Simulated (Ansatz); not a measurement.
# GaN: the cost of one run

Program: Ansatz 0.2.0. Level of theory: DFT LDA, scalar-relativistic, plane waves, PAW. These are calculated values, not measurements.

The COD entry's cell or inner coordinates are ideal or old and differ from later refinements, so a difference from it is no clean test against experiment.

22 further runs of the same task are left out: 1 that didn't finish, 21 set aside as unsound or not needed.

## Step 1: The starting structure

It takes space group P6_3mc (No. 186, hexagonal). Conventional cell: a = 3.152 Å, b = 3.152 Å, c = 5.138 Å, α = 90.00°, β = 90.00°, γ = 120.00°. Ga (site symmetry 3m) has 4 N at 1.93 Å as nearest neighbours. N (site symmetry 3m) has 4 Ga at 1.93 Å as nearest neighbours.

As a file:

```cif
data_structure
_symmetry_space_group_name_H-M 'P 1'
_symmetry_Int_Tables_number 1
_cell_length_a 3.1516
_cell_length_b 3.1516
_cell_length_c 5.1382
_cell_angle_alpha 90.000
_cell_angle_beta 90.000
_cell_angle_gamma 120.000
_cell_volume 44.20
loop_
_atom_site_label
_atom_site_type_symbol
_atom_site_fract_x
_atom_site_fract_y
_atom_site_fract_z
_atom_site_occupancy
Ga1 Ga 0.33333 0.66667 0.99930 1
Ga2 Ga 0.66667 0.33333 0.49930 1
N1 N 0.33333 0.66667 0.37570 1
N2 N 0.66667 0.33333 0.87570 1
```

This cell was relaxed beforehand with the same method: volume 11.05 Å³/atom, gap on the mesh 2.14 eV.

## Step 2: What is varied

The energy is mapped over two normal modes frozen in (zone-centre modes of the cell shown, which folds in the wave vector (0, 1/2, 0) of the primitive cell).

- amplitude of mode 11 (318 cm⁻¹), largest displacement: 11 values from −0.076 to 0.076 Å
- amplitude of mode 13 (538 cm⁻¹), largest displacement: 11 values from −0.091 to 0.091 Å

Nothing else is relaxed (the cell and all other modes fixed). Energies count from the relaxed high-symmetry cell. Points are written as (first, second).

The modes come from a phonon run on the reference cell, made beforehand.

The patterns, per unit of each coordinate (Å):

| atom | x1 | y1 | z1 | x2 | y2 | z2 |
| --- | --- | --- | --- | --- | --- | --- |
| Ga1 | 0.000 | 0.937 | 0.349 | 0.000 | 0.000 | -0.201 |
| Ga2 | 0.000 | -0.937 | -0.349 | 0.000 | 0.000 | -0.201 |
| Ga3 | 0.000 | 0.937 | -0.349 | 0.000 | 0.000 | -0.201 |
| Ga4 | 0.000 | -0.937 | 0.349 | 0.000 | 0.000 | -0.201 |
| N5 | 0.000 | 0.136 | -0.162 | 0.000 | 0.001 | 1.000 |
| N6 | 0.000 | -0.136 | 0.162 | 0.000 | 0.001 | 1.000 |
| N7 | 0.000 | 0.136 | 0.162 | 0.000 | -0.001 | 1.000 |
| N8 | 0.000 | -0.136 | -0.162 | 0.000 | -0.001 | 1.000 |

## Step 3: Grid point (−0.046 Å, −0.091 Å)

Contents of input.yaml:

```yaml
crystal:
  lattice:
    - [-3.1515767111, 0.0, 0.0]
    - [0.0, 0.0, -5.1382481593]
    - [0.0, -5.4586909876, 0.0]
  atoms:
    - { symbol: Ga, position: [0.5, 0.000240745, 0.1744981014] }
    - { symbol: Ga, position: [0.0, -0.0059540615, 0.6588414216] }
    - { symbol: Ga, position: [0.0, 0.4940459385, 0.3411585784] }
    - { symbol: Ga, position: [0.5, 0.500240745, 0.8255018986] }
    - { symbol: "N", position: [0.5, 0.6405717051, 0.1678182698] }
    - { symbol: "N", position: [0.0, 0.6434463985, 0.6655531288] }
    - { symbol: "N", position: [0.0, 0.1434463985, 0.3344468712] }
    - { symbol: "N", position: [0.5, 0.1405717051, 0.8321817302] }
basis:
  ecutwfc: 520.0
kpoints:
  mp_grid: { grid: [8, 6, 6] }
hamiltonian:
  xc: lda
  pseudopotentials: { kind: paw, azcp: { folder: soft_1 } }
scf:
  occupations: { method: gaussian, width: 0.05 }
output:
  forces: true
  stress: true
  eigenvalues: true
```

On the command line:

```
ansatz run input.yaml --threads 4 --pin off --max-ram 8192MiB --backend cpu --events-out ev --progress --plain --runs-dir out
```

Q: Estimate wall time and peak memory on 4 threads of Arm Neoverse V1, shared host.

About 13 s, with a peak of 0.57 GiB.
